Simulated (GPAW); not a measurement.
Write an ASE script for GPAW 26.7.0 that does the following.

```yaml
Task: single point
Functional: PBE
Potentials_or_basis: GPAW PAW data sets (gpaw-data 1.2.1)
Cutoff: 600 eV
Basis: pw
k_mesh: 13 × 13 × 13
Occupations: fermi-dirac, width 0.05 eV
Spin: no spin polarisation
Maxiter: 150
```

The structure of Cu lies in POSCAR:

```
Cu
1.0
   -1.4107970000      1.4416160000      1.3667370000
    1.3919440000     -1.4545510000      1.3605320000
    1.4609790000      1.5047330000     -1.3802990000
Cu
1
Direct
    0.0187920000      0.0028610000      0.0143870000
```

This isn't the form of Cu at room conditions, which is fcc.

The cell isn't the ideal one: cell strained at random at fixed volume.

The input as run:

run.py

```python
from ase.dft.bandgap import bandgap
from ase.io import read, write
from ase.units import GPa
from gpaw import GPAW, PW

atoms = read('POSCAR')

calc = GPAW(mode=PW(600),
            xc='PBE',
            kpts={'size': (13, 13, 13), 'gamma': True},
            occupations={'name': 'fermi-dirac', 'width': 0.05},
            nbands=14,
            convergence={'density': 1e-05, 'energy': 1e-05},
            maxiter=150,
            txt='gpaw.txt')
atoms.calc = calc
energy = atoms.get_potential_energy()
forces = atoms.get_forces()
stress = atoms.get_stress()
calc.write('gs.gpw')
write('result.traj', atoms)
print(f'Energy: {energy:.6f} eV')
print('Forces (eV/A):')
print(forces.round(4))
print('Stress (GPa):', (stress / GPa).round(3))
print('Fermi level:', round(calc.get_fermi_level(), 4), 'eV')
print(f'Gap: {bandgap(calc)[0]:.4f} eV, direct: {bandgap(calc, direct=True)[0]:.4f} eV')
```

Potentials or basis: GPAW PAW data sets (gpaw-data 1.2.1), pw.

Run with:

```sh
$ OMP_NUM_THREADS=1 python run.py
```

It gave:

```
Pressure               : 9.2 GPa
Band gap on the k mesh : none (metal or under the smearing width)
```

Caveat: with this Cu data set, volumes or pressures lay over 1.5 % or 2 GPa off other programs in two to four cells of ten.

Wall time 58 s on 1 thread of Intel(R) Xeon(R) 6975P-C (Granite Rapids) (shared host), peak memory 0.3 GiB.
